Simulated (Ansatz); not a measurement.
The geometry is COD entry 1509194, unchecked; take it as a test cell.

Ag: DFT, PBE, PAW with Ansatz's default frozen-core files, scalar-relativistic (Ansatz 0.2.0).

Command: `ansatz run input.yaml --threads 1 --pin off --max-ram 3072MiB --backend cpu --events-out ev --progress --plain --runs-dir out` The run took about 31 s on 1 thread of a shared machine.

```yaml
crystal:
  lattice:
    - [2.8861989086, 0.0, 0.0]
    - [-1.4430994543, 2.4995215753, 0.0]
    - [0.0, 0.0, 10.0]
  atoms:
    - { symbol: Ag, position: [0.3333333333, 0.6666666667, 0.25] }
    - { symbol: Ag, position: [0.6666666667, 0.3333333333, 0.75] }
    - { symbol: Ag, position: [0.0, 0.0, 0.0] }
    - { symbol: Ag, position: [0.0, 0.0, 0.5] }
kpoints:
  mp_grid: { grid: [14, 14, 4] }
  band_path:
    path:
      - [0.0, 0.0, 0.0]
      - [0.5, 0.0, 0.0]
      - [0.3333333333, 0.3333333333, 0.0]
      - [0.0, 0.0, 0.0]
      - [0.0, 0.0, 0.5]
      - [0.5, 0.0, 0.5]
      - [0.3333333333, 0.3333333333, 0.5]
      - [0.0, 0.0, 0.5]
      - [0.5, 0.0, 0.5]
    npoints: 8
scf:
  occupations: { method: fermi_dirac, width: 0.08 }
hamiltonian:
  xc: pbe
  pseudopotentials: { kind: paw }
output:
  forces: true
  stress: true
  eigenvalues: true
  efg: { contact_densities: true }
  populations: true
  bader: true
  dos: { projected: true, de: 0.2, e_range: [-14, 8] }
```

Output:

```
Ag: output.efg is read without spin–orbit coupling, which moves field gradients at and beside such atoms by some per cent and up to a factor of two; PAW files take it under magnetization.noncollinear and magnetization.spin_orbit
Engine: ansatz 0.2.0
Pseudopotentials: kind: paw
Pseudopotential: Ag, paw, valence charge 19, recommended cutoff 420 eV (normal)
Functional definition: PBE
  parameter kappa = 0.804
  parameter beta = 0.06672455060314922
  exchange = pbe_x(kappa = kappa, mu = beta*pi^2/3)
  correlation = pbe_c(beta = beta)
Crystal: 4 atoms, lattice volume = 72.141 Å³
Basis set: ecut = 420 eV, 1401 PW (Γ), exchange–correlation on 40×40×144 points (8 copies of the dense FFT grid, shifted against one another)
Bands: 46, of which v1, the nominal top of the filled ones, is band 38 counted from 1 (37 counted from 0)
Symmetry: 24 space group operations
Space group: P63/mmc (ITA 194), of the structure as read, at distance tolerance 4.2e-5 Å
k-points: 72 of 784
Non-local potential: Ag, projectors of the file, l = 0: 3, l = 1: 2, l = 2: 2, l = 3: 1
PAW form: soft (Blöchl's): semilocal exchange-correlation on the pseudo side does not see the compensation charge
PAW one-centre angular grid: Ag, 590 points (default); XC on 64 Gauss nodes
Initial density: superposition of atomic densities (neutral atoms: chi_scale 0, normalization atom), corrected by the library's trained network
Initial wavefunctions: pseudopotential atomic-orbital guess
Functional: x = pbe(κ = 0.804, μ = 0.2195149727645171), c = pbe(β = 0.06672455060314922)
SCF iter   1: F=—  HF=-30362.164720 eV  |F-HF|=—  |Δ(HF+E_count)|=         —  Δρ=9.18e-4  dr2=2.06e-4  ethr=1.77e-3  ⟨swp⟩=5.5  Hψ=10603  notcnv=0  defer=83
preconditioner: auto → Kerker (q_TF=auto, 2.752 Å⁻¹)  [metal: Δε(μ)=0.040 eV  Ē_g=10.918 eV  σ=0.080 eV  W_gap=0.12  n_scr=26 (ndim 8)  ℏωp=29.0 eV  f_vac=0.000  D(μ)=1.36/eV (n_scr^D=4)]
SCF iter   2: F=—  HF=-30362.166380 eV  |F-HF|=—  |Δ(HF+E_count)|=   1.66e-3  Δρ=5.40e-4  dr2=7.66e-5  ethr=2.71e-7  ⟨swp⟩=2.8  Hψ=7129  notcnv=0  defer=92
SCF iter   3: F=—  HF=-30362.166561 eV  |F-HF|=—  |Δ(HF+E_count)|=   1.81e-4  Δρ=8.25e-5  dr2=8.96e-6  ethr=1.01e-7  ⟨swp⟩=2.0  Hψ=4757  notcnv=0  defer=92
SCF iter   4: F=—  HF=-30362.166560 eV  |F-HF|=—  |Δ(HF+E_count)|=   5.34e-7  Δρ=3.71e-5  dr2=1.44e-6  ethr=1.18e-8  ⟨swp⟩=2.1  Hψ=4637  notcnv=0  defer=92
SCF iter   5: F=—  HF=-30362.166560 eV  |F-HF|=—  |Δ(HF+E_count)|=   1.52e-7  Δρ=9.43e-6  dr2=2.10e-7  ethr=1.89e-9  ⟨swp⟩=2.5  Hψ=4699  notcnv=0  defer=92
SCF iter   6: F=-30362.166560 eV  HF=-30362.166560 eV  |F-HF|=1.39e-9  |Δ(HF+E_count)|=   5.27e-8  Δρ=3.03e-6  dr2=7.54e-9  ethr=1.32e-10  ⟨swp⟩=8.5  Hψ=12581  notcnv=0
SCF 1 converged in 6 iterations: F = -30362.166560 eV  dr2 = 7.54e-9
  greatest PAW one-centre occupation: 1.000 electrons in one spin orbital (limit 2), on the Ag atom at site 3 (counted from 0), in its partial waves of l = 0
NSCF: frozen V_eff on 65 k-points
SCF converged after 6 iterations
Free energy (F): -30362.166560 eV
Harris-Foulkes:  -30362.166560 eV  (|F-HF|=1.39e-9)
Internal energy: -30362.138774 eV  (E = F + TS)
E sigma→0 (E₀):  -30362.152667 eV
Entropy (-TS):   -0.027786 eV (-6.946 meV/atom)
Fermi energy:    16.109018 eV
--- Per-component energies (eV) ---
  E_band       = -1018.412127
  E_kinetic    = 2107.793162
  E_local      = -9136.345644  (includes V_loc(G=0)·N_el)
  E_nonlocal   = 320.373148
  E_hartree    = 4137.359079
  E_xc         = -738.656372
  E_vxc        = -938.454535  (∫ρ·V_xc dr)
  E_paw        = -15608.297138  (= ΣΔE_a)
  E_vpaw       = -1646.500511  (= ΣTr[D̂ρ^β])
  E_aug_tail   = 0.001272  (compensation charges beyond the density's cutoff)
  E_ewald      = -11444.366281
  E_smearing   = -0.027786  (= −TS)
  E_closure    = -0.000000  (closes the sum)
  Σ components = -30362.166560   (vs F -30362.166560, Δ=0.00e0)
--- Forces (eV/Å), atoms counted from 1 ---
  atom   1  Ag     0.00000000    -0.00000000     0.00000000
  atom   2  Ag    -0.00000000     0.00000000     0.00000000
  atom   3  Ag     0.00000000    -0.00000000    -0.00000000
  atom   4  Ag     0.00000000     0.00000000     0.00000000
  max |Σ_I F_I| component: 2.31e-18 eV/Å
--- Stress (GPa, compression-positive) ---
        1.272560      -0.000000       0.000000
       -0.000000       1.272560       0.000000
        0.000000       0.000000      -3.670504
  P = ⅓ Tr σ = -0.3751 GPa (-3.751 kbar)
--- PAW observables at the nuclei: V_zz in 10²¹ V/m², potentials from the cell's mean, atoms counted from 1 ---
  atom   1  Ag V_zz =    +0.532605   η = 0.0000   by run symmetry: allowed
            electrostatic potential = -7481.942607 V   contact ρ = 948411.501730 e/Å³
  atom   2  Ag V_zz =    +0.532605   η = 0.0000   by run symmetry: allowed
            electrostatic potential = -7481.942607 V   contact ρ = 948411.501730 e/Å³
  atom   3  Ag V_zz =    +0.413983   η = 0.0000   by run symmetry: allowed
            electrostatic potential = -7481.937423 V   contact ρ = 948411.598510 e/Å³
  atom   4  Ag V_zz =    +0.413983   η = 0.0000   by run symmetry: allowed
            electrostatic potential = -7481.937423 V   contact ρ = 948411.598510 e/Å³
--- Band table (eV; the first three rows and the last of 72) ---
  k-point 0: bands = ["-75.6956", "-75.6925", "-75.6883", "-75.6852", "-39.2097", "-39.1584", "-39.1545", "-39.1164", "-39.1164", "-39.1114", "-39.1114", "-39.1070", "-39.1070", "-39.1029", "-39.1019", "-39.1019", "8.7458", "9.9122", "9.9149", "10.0073", "11.3094", "11.5498", "11.5498", "11.5791", "11.5791", "11.6849", "11.6849", "11.6895", "11.6922", "11.7243", "11.7243", "12.4100", "12.4100", "12.6912", "12.6912", "12.8015", "12.8015", "13.1156", "13.1156", "15.4818", "18.6831", "25.6275", "25.6344", "31.6339", "31.8030", "32.7325"]
  k-point 1: bands = ["-75.6953", "-75.6932", "-75.6876", "-75.6855", "-39.2056", "-39.1769", "-39.1359", "-39.1159", "-39.1159", "-39.1126", "-39.1126", "-39.1069", "-39.1058", "-39.1058", "-39.1025", "-39.1025", "8.8501", "9.5607", "10.0212", "10.0499", "11.2981", "11.3520", "11.5622", "11.5622", "11.5888", "11.5888", "11.6727", "11.6727", "11.7068", "11.7068", "12.4401", "12.4401", "12.4596", "12.6152", "12.6152", "12.8858", "12.8858", "13.0845", "13.0845", "14.7708", "19.5827", "23.4343", "27.8434", "31.3191", "31.8661", "32.2371"]
  k-point 2: bands = ["-75.6944", "-75.6944", "-75.6864", "-75.6864", "-39.1941", "-39.1941", "-39.1186", "-39.1186", "-39.1145", "-39.1145", "-39.1145", "-39.1145", "-39.1038", "-39.1038", "-39.1038", "-39.1038", "9.1459", "9.1459", "10.0507", "10.0507", "11.2848", "11.2848", "11.5884", "11.5884", "11.5884", "11.5884", "11.6732", "11.6732", "11.6732", "11.6732", "12.5166", "12.5166", "12.5166", "12.5166", "12.9999", "12.9999", "12.9999", "12.9999", "13.5576", "13.5576", "21.3655", "21.3655", "29.8869", "29.8869", "32.0041", "32.0041"]
  k-point 71: bands = ["-75.6796", "-75.6796", "-75.6753", "-75.6753", "-39.2159", "-39.2159", "-39.2063", "-39.2063", "-39.1951", "-39.1951", "-39.1837", "-39.1837", "-39.1369", "-39.1369", "-39.1303", "-39.1303", "10.6940", "10.6940", "10.9481", "10.9481", "11.0920", "11.0920", "11.2836", "11.2836", "11.6441", "11.6441", "11.6776", "11.6776", "12.1350", "12.1350", "12.4593", "12.4593", "12.9806", "12.9806", "13.1152", "13.1152", "19.1644", "19.1644", "19.4977", "19.4977", "21.1398", "21.1398", "22.3925", "22.3925", "23.1960", "23.1960"]
--- Löwdin populations: 4 sites ---
  site symbol       q [e]
     0     Ag     18.8823
     1     Ag     18.8823
     2     Ag     18.8821
     3     Ag     18.8821
  spilling = 0.006201 (of n_electrons = 76.000000)
--- Bader charges: 4 sites ---
  site symbol  charge [e]  shift [e]
     0     Ag     -0.0006     0.0000
     1     Ag     -0.0006     0.0000
     2     Ag      0.0006     0.0000
     3     Ag      0.0006     0.0000
  estimated error of the sums over rays = 2.6e-5 e
```

populations.tsv:

```
# site	symbol	l	j	q
# orbitals = lowdin
# n_electrons = 76.000000
# spilling = 0.006201
0	Ag	0_4S	-	1.993525
0	Ag	0_5S	-	1.018919
0	Ag	1_4P	-	5.998417
0	Ag	2_4D	-	9.871449
1	Ag	0_4S	-	1.993525
1	Ag	0_5S	-	1.018919
1	Ag	1_4P	-	5.998417
1	Ag	2_4D	-	9.871449
2	Ag	0_4S	-	1.993513
2	Ag	0_5S	-	1.018629
2	Ag	1_4P	-	5.998398
2	Ag	2_4D	-	9.871513
3	Ag	0_4S	-	1.993513
3	Ag	0_5S	-	1.018629
3	Ag	1_4P	-	5.998398
3	Ag	2_4D	-	9.871513
```

bader_charges.tsv:

```
# site	symbol	x_ang	y_ang	z_ang	partial_charge_e	electrons	volume_ang3	relative_density_drop	shared_charge_e	partial_wave_shift_e
# quadrature_error_electrons = 2.6e-5
0	Ag	0.0000	1.6663	2.5000	-0.00059	47.00059	18.04	-	-0.00059	0.00000
1	Ag	1.4431	0.8332	7.5000	-0.00058	47.00058	18.04	-	-0.00058	0.00000
2	Ag	0.0000	0.0000	0.0000	0.00058	46.99942	18.03	-	0.00058	0.00000
3	Ag	0.0000	0.0000	5.0000	0.00058	46.99942	18.03	-	0.00058	0.00000
```
